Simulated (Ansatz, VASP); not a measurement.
# S in VASP and in Ansatz

```
S
1.0
     4.21405    0.00000    0.00000
     0.00000    4.21405    0.00000
     0.00000    0.00000    4.21405
S
4
Direct
  0.12507 0.12507 0.12507
  0.37493 0.87493 0.62507
  0.62507 0.37493 0.87493
  0.87493 0.62507 0.37493
```

Alike in both runs: functional PBE; k mesh 4 × 4 × 4; occupations gaussian, width 0.1 eV; no spin polarisation.

Ansatz relaxed the structure, and its values are those at the end. VASP's run is a single point on that final structure, the one shown.

|  | VASP | Ansatz |
| --- | --- | --- |
| version | VASP 6.6.1 | Ansatz 0.2.0 |
| potentials or method | VASP PAW PBE potentials, release 64 (S) | scalar-relativistic, plane waves, PAW |
| plane-wave cutoff (eV) | 520 | 420 |
| valence electrons in the cell | 24 | 24 |

|  | VASP | Ansatz | Ansatz less VASP |
| --- | --- | --- | --- |
| gap on the k mesh at the Fermi level (eV) | none | none | - |
| pressure (GPa) | -0.2 | -0.1 | +0.12 |

A gap of «none» marks a metal or a gap that the smearing closes.

Caveats: the k mesh is coarse (spacing up to 0.37 Å⁻¹), so the values aren't converged.
